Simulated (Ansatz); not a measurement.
# La2O3: the cost of one run

Program: Ansatz 0.2.0. Level of theory: DFT PBEsol, scalar-relativistic, plane waves, PAW. These are calculated values, not measurements.

1 further run of the same task is left out (set aside as unsound or not needed).

### 1 Starting point

The structure is trigonal, space group P-3m1 (No. 164). The conventional cell has a = 3.940 Å, b = 3.940 Å, c = 6.187 Å, α = 90.00°, β = 90.00°, γ = 120.00°. La (site symmetry 3m) has 7 O at 2.37 to 2.74 Å as nearest neighbours. Around O (site symmetry 3m) lie 4 La at 2.37 to 2.46 Å. O (site symmetry -3m) is surrounded by 6 La at 2.74 Å.

Coordinates:

```cif
data_structure
_symmetry_space_group_name_H-M 'P-3m1'
_symmetry_Int_Tables_number 164
_cell_length_a 3.9405
_cell_length_b 3.9405
_cell_length_c 6.1874
_cell_angle_alpha 90.000
_cell_angle_beta 90.000
_cell_angle_gamma 120.000
_cell_volume 83.20
loop_
_atom_site_label
_atom_site_type_symbol
_atom_site_symmetry_multiplicity
_atom_site_Wyckoff_symbol
_atom_site_fract_x
_atom_site_fract_y
_atom_site_fract_z
_atom_site_occupancy
La1 La 2 d 0.66667 0.33333 0.75263 1
O1 O 2 d 0.66667 0.33333 0.35470 1
O2 O 1 a 0.00000 0.00000 0.00000 1
```

It goes back to an entry of the Materials Project.

This cell was relaxed beforehand with the same method: volume 16.64 Å³/atom, gap on the mesh 3.86 eV.

### 2 Relaxing with PBEsol

Contents of input.yaml:

```yaml
crystal:
  lattice:
    - [3.9404525857, 0.0, 0.0]
    - [-1.9702262928, 3.4125320416, 0.0]
    - [0.0, 0.0, 6.1873633923]
  atoms:
    - { symbol: La, position: [0.6666666667, 0.3333333333, 0.7526270479] }
    - { symbol: La, position: [0.3333333333, 0.6666666667, 0.2473729521] }
    - { symbol: O, position: [0.6666666667, 0.3333333333, 0.3546960238] }
    - { symbol: O, position: [0.3333333333, 0.6666666667, 0.6453039762] }
    - { symbol: O, position: [0.0, 0.0, 0.0] }
basis:
  ecutwfc: 420
kpoints:
  mp_grid: { grid: [9, 9, 4] }
hamiltonian:
  xc: pbesol
scf:
  occupations: { method: gaussian, width: 0.02 }
output:
  forces: true
  stress: true
  eigenvalues: true
relax:
  adjacent_minimum: "off"
  f_tol: 0.005
  max_steps: 50
  cell: { stress_tol: 0.05 }
```

The run is started by

```console
$ ansatz run input.yaml --threads 2 --pin off --max-ram 5120MiB --backend cpu --events-out ev --progress --plain --runs-dir out
```

Q: Estimate wall time and peak memory on 2 threads of Intel Xeon 6975P-C (Granite Rapids), shared host.

About 16 s, with a peak of 0.48 GiB.
